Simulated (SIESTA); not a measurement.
The system is CoO.

```
Co O
1.0
     1.60222    0.92504    2.56647
    -1.60222    0.92504    2.56647
     0.00000   -1.85008    2.56647
Co O
1 1
Direct
  0.99898 0.99898 0.99898
  0.75102 0.75102 0.75102
```

Measurements of this composition are mostly on another form, of space group No. 225.

Base run:

| Item | Value |
| --- | --- |
| Program | SIESTA 5.4.2 |
| Functional | PBEsol |
| Potentials or basis | PseudoDojo 0.4 standard (PBEsol files) |
| Basis | DZP (energy shift 0.003 Ry; two zetas on semicore shells) |
| Grid cutoff | 800 Ry |
| Energy shift | 0.003 Ry |
| k mesh | 10 × 10 × 10 |
| Occupations | fermi-dirac, width 0.05 eV |
| Spin | collinear spin, zero start |
| Starting moments | [0.0, 0.0] μB |

Its results: band gap on the k mesh none (metal or under the smearing width); pressure -20.5 GPa; net moment 0.00 μB per cell; largest force 0.211 eV/Å.

The run is repeated on the same cell with these changes: spin from collinear spin, zero start to collinear spin, ferromagnetic start; moments at the start from [0.0, 0.0] to [2.0, 0.0]. What comes out?

Band gap on the k mesh none (metal or under the smearing width); pressure -6.4 GPa; net moment 2.82 μB per cell; site moments Co +2.43; O +0.40 μB; largest force 0.250 eV/Å.

Caveats: short orbitals over semicore shells can move pressures by several GPa; the basis of atomic orbitals isn't converged, which shifts pressures, moduli and gaps; semilocal functionals often make such compounds metallic where correlation or magnetic order opens a gap, which also shifts bond lengths; a cell with one magnetic atom can't hold antiferromagnetic order, which such compounds often take (some runs).
